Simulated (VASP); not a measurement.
VASP 6.6.1, r²SCAN single-point calculation, AlGaN2 (strained database structure)

INCAR

```
ENCUT = 520
LASPH = .TRUE.
LCHARG = .FALSE.
ISIF = 2
LWAVE = .FALSE.
ISMEAR = 0
IBRION = -1
LREAL = .FALSE.
NELM = 120
NSW = 0
METAGGA = R2SCAN
PREC = Accurate
ALGO = Normal
NBANDS = 21
EDIFF = 1E-7
SIGMA = 0.01
```

KPOINTS

```
KPOINTS created by Atomic Simulation Environment
0
Gamma
8 8 6
0 0 0
```

KPOINTS_OPT

```
special points
6
Reciprocal
0.0000000000 0.0000000000 0.0000000000 1
0.0000000000 0.5000000000 0.0000000000 1
0.5000000000 0.5000000000 0.0000000000 1
0.0000000000 0.0000000000 0.5000000000 1
0.0000000000 0.5000000000 0.5000000000 1
0.5000000000 0.5000000000 0.5000000000 1
```

POSCAR

```
Al Ga N
 1.0000000000000000
     3.1864878604000002    0.0000000000000000    0.0000000000000000
     0.0000000000000000    3.1864878604000002    0.0000000000000000
     0.0000000000000000    0.0000000000000000    4.4903888321999998
 Al  Ga  N
   1   1   2
Cartesian
  1.5932439302000001  1.5932439302000001  2.2451944161000004
  0.0000000000000000  0.0000000000000000  0.0000000000000000
  1.5932439302000001  0.0000000000000000  3.3188139051004417
  0.0000000000000000  1.5932439302000001  1.1715749270995590
```

VASP ran with the recommended PBE PAW datasets (26 valence electrons in the cell).

Command

```
mpirun -np 1 vasp_std
```

OSZICAR

```
N       E                     dE             d eps       ncg     rms          rms(c)
DAV:   1     0.163252253199E+03    0.16325E+03   -0.13255E+04  2760   0.183E+03
DAV:   2    -0.275831217524E+02   -0.19084E+03   -0.17888E+03  2761   0.424E+02
DAV:   3    -0.496363575282E+02   -0.22053E+02   -0.21793E+02  2978   0.113E+02
DAV:   4    -0.502549258348E+02   -0.61857E+00   -0.61768E+00  2985   0.207E+01
DAV:   5    -0.502679382823E+02   -0.13012E-01   -0.13011E-01  2951   0.286E+00    0.112E+01
DAV:   6    -0.407467401306E+02    0.95212E+01   -0.10417E+01  3796   0.472E+01    0.407E+00
DAV:   7    -0.409966874136E+02   -0.24995E+00   -0.14559E+00  2665   0.928E+00    0.295E+00
DAV:   8    -0.410347017654E+02   -0.38014E-01   -0.13771E-01  3113   0.676E+00    0.630E-01
DAV:   9    -0.410236242167E+02    0.11078E-01   -0.47510E-02  3650   0.409E+00    0.235E-01
DAV:  10    -0.410239145099E+02   -0.29029E-03   -0.46547E-03  2780   0.555E-01    0.143E-01
DAV:  11    -0.410241050862E+02   -0.19058E-03   -0.58492E-04  3152   0.282E-01    0.635E-02
DAV:  12    -0.410240527989E+02    0.52287E-04   -0.12791E-04  3594   0.155E-01    0.159E-02
DAV:  13    -0.410240508058E+02    0.19931E-05   -0.13613E-05  2720   0.318E-02    0.364E-03
DAV:  14    -0.410240504436E+02    0.36220E-06   -0.92187E-07  3158   0.177E-02    0.136E-03
DAV:  15    -0.410240502399E+02    0.20369E-06   -0.25711E-07  2168   0.372E-03    0.767E-04
DAV:  16    -0.410240500825E+02    0.15745E-06   -0.12914E-08  1405   0.137E-03    0.500E-04
DAV:  17    -0.410240500747E+02    0.77926E-08   -0.36397E-09  1380   0.881E-04
   1 F= -.41024050E+02 E0= -.41024050E+02  d E =-.217167E-80
       N       E                     dE             ncg
DAV:   1     0.332166938118E+04   -0.37930E+04      291
DAV:   2     0.228638615306E+04   -0.10353E+04      267
DAV:   3     0.216963409796E+04   -0.11675E+03      292
DAV:   4     0.216625887560E+04   -0.33752E+01      298
DAV:   5     0.216618503221E+04   -0.73843E-01      311
DAV:   6     0.216618158809E+04   -0.34441E-02      354
DAV:   7     0.216618156875E+04   -0.19338E-04      321
DAV:   8     0.216618156839E+04   -0.35971E-06      344
DAV:   9     0.216618156839E+04   -0.22005E-08      228
```

From OUTCAR

```
k-points           NKPTS =     60   k-points in BZ     NKDIM =     60   number of bands    NBANDS=     21

   NELECT =      26.0000    total number of electrons

   dimension x,y,z NGX =    24 NGY =   24 NGZ =   36
   dimension x,y,z NGXF=    48 NGYF=   48 NGZF=   72

  energy-cutoff  :      520.00
  volume of cell :       45.59
      direct lattice vectors                 reciprocal lattice vectors
     3.186487860  0.000000000  0.000000000     0.313825140  0.000000000  0.000000000
     0.000000000  3.186487860  0.000000000     0.000000000  0.313825140  0.000000000
     0.000000000  0.000000000  4.490388832     0.000000000  0.000000000  0.222697864

 k-points in reciprocal lattice and weights: KPOINTS created by Atomic Simulation Env
   0.00000000  0.00000000  0.00000000       0.003
   0.12500000  0.00000000  0.00000000       0.010
   0.25000000  0.00000000  0.00000000       0.010
   0.37500000  0.00000000  0.00000000       0.010
   0.50000000  0.00000000  0.00000000       0.005
   0.12500000  0.12500000  0.00000000       0.010
   0.25000000  0.12500000  0.00000000       0.021
   0.37500000  0.12500000  0.00000000       0.021
   ...

 E-fermi :   5.0795

 k-point     1 :       0.0000    0.0000    0.0000
  band No.  band energies     occupation
      1     -11.0268      2.00000
      2      -9.6145      2.00000
      3      -8.3982      2.00000
      4      -8.3982      2.00000
      5      -8.3314      2.00000
      6      -8.2004      2.00000
      7      -7.2982      2.00000
      8      -0.5062      2.00000
      9       2.6623      2.00000
     10       2.6623      2.00000
     11       4.7547      2.00000
     12       4.9471      2.00000
     13       4.9471      2.00000
     14       7.9772      0.00000
     15       8.9811      0.00000
     16      13.0448      0.00000
     17      16.6660      0.00000
     18      16.6660      0.00000
     19      16.7919      0.00000
     20      18.2594      0.00000
     21      20.4642      0.00000

 k-point     2 :       0.1250    0.0000    0.0000
  band No.  band energies     occupation
      1     -10.9026      2.00000
      2      -9.6159      2.00000
      3      -8.3999      2.00000
      4      -8.3959      2.00000
      5      -8.3122      2.00000
      6      -8.2101      2.00000
      7      -7.2505      2.00000
      8      -0.3752      2.00000
      9       2.0389      2.00000
     10       2.7831      2.00000
     11       4.0450      2.00000
     12       4.6116      2.00000
     13       4.9194      2.00000
     14       8.7387      0.00000
     15       9.5367      0.00000
     16      13.4895      0.00000
     17      16.3121      0.00000
     18      16.8051      0.00000
     19      16.9575      0.00000
     20      18.0670      0.00000
     21      20.0064      0.00000

 k-point     3 :       0.2500    0.0000    0.0000
  band No.  band energies     occupation
      1     -10.5721      2.00000
      2      -9.6321      2.00000
      3      -8.3902      2.00000
      4      -8.3775      2.00000
      5      -8.2436      2.00000
      6      -8.2336      2.00000
      7      -7.1952      2.00000
      8      -0.0925      2.00000
      9       1.0668      2.00000
     10       2.5459      2.00000
     11       3.1185      2.00000
     12       4.0484      2.00000
     13       4.8109      2.00000
     14       9.9547      0.00000
     15      10.7041      0.00000
     16      14.0483      0.00000
     17      15.9746      0.00000
     18      16.6971      0.00000
     19      17.1057      0.00000
     20      17.5070      0.00000
     21      18.9637      0.00000

 k-point     4 :       0.3750    0.0000    0.0000
  band No.  band energies     occupation
      1     -10.1704      2.00000
      2      -9.6882      2.00000
      3      -8.3844      2.00000
      4      -8.3353      2.00000
      5      -8.2570      2.00000
      6      -8.0583      2.00000
      7      -7.3095      2.00000
      8      -0.1931      2.00000
      9       0.9757      2.00000
     10       1.4376      2.00000
     11       3.1404      2.00000
     12       3.5846      2.00000
     13       4.5739      2.00000
     14      11.2141      0.00000
     15      11.9919      0.00000
     16      13.7048      0.00000
     17      15.0731      0.00000
     18      15.9613      0.00000
     19      16.8669      0.00000
     20      17.2562      0.00000
     21      18.0061      0.00000

 k-point     5 :       0.5000    0.0000    0.0000
  band No.  band energies     occupation
      1      -9.9246      2.00000
      2      -9.7807      2.00000
      3      -8.3819      2.00000
      4      -8.3177      2.00000
      5      -8.2667      2.00000
      6      -7.8056      2.00000
      7      -7.5499      2.00000
      8      -0.2438      2.00000
      9       0.5361      2.00000
     10       2.0973      2.00000
     11       2.1487      2.00000
     12       3.9428      2.00000
     13       4.3110      2.00000
     14      12.3094      0.00000
     15      12.6017      0.00000
     16      13.4937      0.00000
     17      13.7583      0.00000
     18      15.7008      0.00000
     19      16.5882      0.00000
     20      17.3609      0.00000
     21      17.4978      0.00000

 k-point     6 :       0.1250    0.1250    0.0000
  band No.  band energies     occupation
      1     -10.7831      2.00000
      2      -9.6145      2.00000
      3      -8.4110      2.00000
      4      -8.3778      2.00000
      5      -8.2943      2.00000
      6      -8.2195      2.00000
      7      -7.2060      2.00000
      8      -0.2507      2.00000
      9       2.1250      2.00000
     10       2.2174      2.00000
     11       3.6761      2.00000
     12       4.4445      2.00000
     13       4.5742      2.00000
     14       9.3348      0.00000
     15      10.0800      0.00000
     16      13.8269      0.00000
     17      15.8307      0.00000
     18      17.0608      0.00000
     19      17.2593      0.00000
     20      17.8689      0.00000
     21      18.6880      0.00000

 k-point     7 :       0.2500    0.1250    0.0000
  band No.  band energies     occupation
      1     -10.4684      2.00000
      2      -9.6229      2.00000
      3      -8.4045      2.00000
      4      -8.3457      2.00000
      5      -8.2552      2.00000
      6      -8.2094      2.00000
      7      -7.1529      2.00000
      8       0.0027      2.00000
      9       1.2019      2.00000
     10       2.4313      2.00000
     11       2.5669      2.00000
     12       3.9890      2.00000
     13       4.3402      2.00000
     14      10.2998      0.00000
     15      11.1253      0.00000
     16      13.9744      0.00000
     17      15.6231      0.00000
     18      16.8265      0.00000
     19      17.1504      0.00000
     20      17.5629      0.00000
     21      17.9838      0.00000

 k-point     8 :       0.3750    0.1250    0.0000
  band No.  band energies     occupation
      1     -10.0952      2.00000
      2      -9.6662      2.00000
      3      -8.3899      2.00000
      4      -8.3099      2.00000
      5      -8.2745      2.00000
      6      -8.0102      2.00000
      7      -7.2612      2.00000
      8      -0.1395      2.00000
      9       1.0153      2.00000
     10       1.5074      2.00000
     11       3.0214      2.00000
     12       3.2351      2.00000
     13       4.1111      2.00000
     14      11.1932      0.00000
     15      11.9887      0.00000
     16      13.5462      0.00000
     17      14.9987      0.00000
     18      15.7492      0.00000
     19      16.5543      0.00000
     20      17.9972      0.00000
     21      18.0896      0.00000

 k-point     9 :       0.5000    0.1250    0.0000
  band No.  band energies     occupation
      1      -9.8769      2.00000
      2      -9.7413      2.00000
      3      -8.3843      2.00000
      4      -8.2945      2.00000
      5      -8.2854      2.00000
      6      -7.7390      2.00000
      7      -7.5025      2.00000
      8      -0.2240      2.00000
      9       0.5647      2.00000
     10       2.1825      2.00000
     11       2.2249      2.00000
     12       3.5505      2.00000
     13       3.7962      2.00000
     14      11.8780      0.00000
     15      12.0494      0.00000
     16      13.4279      0.00000
     17      14.5104      0.00000
     18      15.3368      0.00000
     19      16.2601      0.00000
     20      17.9673      0.00000
     21      18.1957      0.00000

 ...

  Total       -2.3597712     -2.3597712     -2.3195632      0.0000000      0.0000000     -0.0000000
  in kB      -82.9224263    -82.9224263    -81.5095150      0.0000000      0.0000000     -0.0000000
  external PRESSURE =     -82.4514559 kB  Pullay stress =       0.0000000 kB

 POSITION                                       TOTAL-FORCE (eV/Angst)
 -----------------------------------------------------------------------------------
      1.59324      1.59324      2.24519        -0.000000      0.000000      0.000000
      0.00000      0.00000      0.00000        -0.000000     -0.000000      0.000000
      1.59324      0.00000      3.31881        -0.000000     -0.000000     -0.081146
      0.00000      1.59324      1.17157         0.000000     -0.000000      0.081146
 -----------------------------------------------------------------------------------
    total drift:                                0.000000      0.000000      0.000000

  FREE ENERGIE OF THE ION-ELECTRON SYSTEM (eV)
  ---------------------------------------------------
  free  energy   TOTEN  =       -41.0240500747 eV

  energy  without entropy=      -41.0240500747  energy(sigma->0) =      -41.02405007
```

| Property | Result |
| --- | --- |
| gap between bands v and c | 3.03 eV |
| least direct gap | 3.03 eV |
| pressure | -8.2 GPa |
| largest force | 0.08 eV/Å |

Band v is the last that the valence electrons fill when counted band by band, and c is the next.

The run took about 2 min on one core of a shared host (Intel Xeon Platinum 8488C) and held 0.23 GiB at most.
